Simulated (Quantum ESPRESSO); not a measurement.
# Br under changes of volume

One of the cells (33.988 Å³/atom); the others are scaled copies at fixed shape and fractional positions:

```
Br
1.0
     3.36325   -2.32255    0.00000
     3.36325    2.32255    0.00000
     0.00000    0.00000    8.70230
Br
4
Direct
  0.36510 0.63490 0.39010
  0.13490 0.86510 0.89010
  0.63490 0.36510 0.60990
  0.86510 0.13490 0.10990
```

- Program: Quantum ESPRESSO 7.5
- Functional: r2SCAN
- Potentials or basis: SG15 PBE 1.2
- Cutoff: 626 eV
- Density cutoff: 2503 eV
- k mesh: 5 × 5 × 2
- Occupations: fermi-dirac, width 0.05 eV
- Spin: no spin polarisation

```csv
volume (Å³/atom),energy over the lowest point (meV/atom),pressure (GPa),gap on the mesh (eV)
31.949,31.18,3.3,2.39
32.629,18.84,2.5,2.32
33.308,9.89,1.7,2.24
33.988,?,?,?
34.668,0.78,0.4,2.11
35.348,0.00,-0.1,2.05
36.028,1.39,-0.6,1.99
```

What does the run at 33.988 Å³/atom give?

Energy over the lowest point 3.98 meV/atom; pressure 1.0 GPa; gap on the mesh 2.17 eV.

Worked out: A Birch-Murnaghan fit of order 3 (a polynomial in V^(-2/3)) to the other rows has its minimum at 35.24 Å³/atom with B0 = V·E''(V) = 27 GPa and B' = 4.8 at fixed shape and positions, which overstates the stiffness. It gives 3.98 meV/atom at 33.988 Å³/atom, against the run's 3.98, and -dE/dV = 1.1 GPa, against 1.0. A straight line through the other rows of the gap, of slope -3.34 eV per unit of ln V, gives 2.18 eV, against the run's 2.17.

Energies are extrapolated to zero smearing.

Caveats: the potentials were made for another functional, which shifts forces and pressure; an odd mesh through Γ misses points on the zone boundary, where band edges often lie. Spin-orbit coupling on Br is left out.
